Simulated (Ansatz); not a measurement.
# GeO2 under a change: tensor shear ε_xz = −2.05 %

Start from GeO₂ in the rutile structure (space group P4_2/mnm, No. 136; a = 4.411 Å, c = 2.870 Å). Axes: x, y, z lie along a, b, c of the conventional cell.

One thing is altered: a pure shear with ε_xz = ε_zx = -0.0205; the atoms relax in the strained cell.

Level of theory: r2SCAN, PAW, 500 eV (Ansatz, an electronic-structure program; without spin-orbit coupling). Settings: 8×8×11 k-points, 0.05 eV Fermi–Dirac smearing.

The volume per atom stays essentially unchanged (9.31 Å³ against 9.30 Å³) and the space group changes from P4_2/mnm (No. 136) to P2_1/c (No. 14). The shortest interatomic distance drops by 0.020 Å to 1.857 Å and the energy goes up by 7.7 meV/atom. The band gap drops by 0.01 eV (2.51 eV → 2.50 eV) and the gap character stays direct at Γ. The electron mass goes from 0.23 mₑ along c, 0.28 mₑ across (at Γ) to 0.23 mₑ along z, 0.28 mₑ across (at Γ) and the valence-band top at Γ (three highest levels, from the VBM) becomes 0.00, -0.81, -0.83 eV (base: 0.00, -0.82, -0.82 eV). The stress (xx, yy, zz, yz, xz, xy; compression positive) is (0.35, 0.36, 0.26, 0.00, 6.47, 0.00) GPa.

Final structure:

```xyz
6
Lattice="4.4105 0.0000 -0.0904 0.0000 4.4105 0.0000 -0.0588 0.0000 2.8702" Properties=species:S:1:pos:R:3 pbc="T T T"
Ge     0.0000     0.0000     0.0000
Ge     2.1758     2.2053     1.3899
O      1.3457     1.3530    -0.0356
O      3.5215     0.8523     1.3542
O      0.8302     3.5582     1.4255
O      3.0649     3.0576    -0.0548
```

Cost of the whole job for the changed cell (relaxation, final SCF and bands): very roughly 3 core-minutes.

Masses are band curvatures over ±0.01 Å⁻¹ around the edge. Stability against distortions was not tested. k-point labels follow each cell's own Brillouin zone.
